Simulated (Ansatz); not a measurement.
## Structure types of Ca compared at 2.2 GPa

Structure types of Ca are relaxed in primitive cells with their symmetry kept at 2.2 GPa, first on PAW files, then by LAPW. The enthalpy is E + pV at zero temperature, without zero-point motion. Only the types listed were tried, and differences under about 5 meV/atom are mesh noise.

Level of theory: DFT with PBE, scalar-relativistic, in Ansatz 0.2.0; Fermi–Dirac smearing of 0.08 eV, no spin polarisation. LAPW: all electrons, basis error target 0.5 meV/atom; PAW: frozen-core files, cutoff 420 eV.

k meshes: fcc 12×12×12, bcc 13×13×13, hcp 12×12×7, diamond 9×9×9, sc 11×11×11, omega 6×6×9.

Task: Order the types by LAPW enthalpy, lowest first.
A. hcp
B. bcc
C. fcc
D. sc
E. diamond
F. omega

Result: C (0 meV/atom), A (6 meV/atom), B (12 meV/atom), F (60 meV/atom), D (398 meV/atom), E (1399 meV/atom).

| start type | ends as | a, b, c (Å) | V (Å³/atom) | H − H(lowest), LAPW (meV/atom) | same, PAW |
| --- | --- | --- | --- | --- | --- |
| fcc | fcc, Fm-3m | 5.335, 5.335, 5.335 | 37.96 | 0.0 | 0.0 |
| bcc | bcc, Im-3m | 4.225, 4.225, 4.225 | 37.70 | 12.1 | 12.1 |
| hcp | hcp, P6_3/mmc | 3.764, 3.764, 6.214 | 38.12 | 6.3 | 6.3 |
| diamond | diamond, Fd-3m | 7.584, 7.584, 7.584 | 54.52 | 1398.9 | 1398.8 |
| sc | sc, Pm-3m | 3.343, 3.343, 3.343 | 37.35 | 398.0 | 397.9 |
| omega | omega, P6/mmm | 6.075, 6.075, 3.591 | 38.26 | 60.0 | 60.0 |
